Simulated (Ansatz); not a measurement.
Rows from a G0W0 calculation on InSe/InSe (GaSe type bilayer) (Ansatz 0.2.0; G0W0 on PBEsol, plane waves, PAW; PAW set soft_1; 6×6×1 mesh, 1103 empty bands, screening to 80 eV, PAW set soft_1 files), in eV. Spin-orbit coupling is left out.

```tsv
row	Σx	Σc	Vxc	Z
A	-15.34	0.93	-14.01	0.75
B	-10.40	-3.14	-14.07	0.77
C	-10.43	-2.98	-13.85	0.78
D	-18.15	1.66	-16.00	0.75
```

Which rows are filled states and which are empty ones, and how can one tell?

Filled: A and D. Empty: B and C. The sign of Σc tells: for a filled state bare exchange, which holds its interaction with itself, lies below Vxc (Σx − Vxc is -1.3 eV or lower here) and screening gives part back as a positive Σc. For an empty state Σx lies above Vxc (+3.4 eV or more) and the Coulomb hole leaves Σc negative.

[Paths, hosts, dates, memory and timing lines, banners, echoed tables and standing remarks are left out of the program output.]

[Logs are printed without paths, hosts, clocks, repeated set-up lines and the standing remarks that a program may print on its own settings, such as how far it seeks lower states.]

[Runs of the session that timed out or met a known fault of the program may be left out.]

[Cells called generated may have been cut or substituted from an entry of the Crystallography Open Database or the Materials Project.]

[Hosts, paths, dates, database ids (printed as entryN), source tags and the programs' standing remarks are cut or masked in the printed files.]
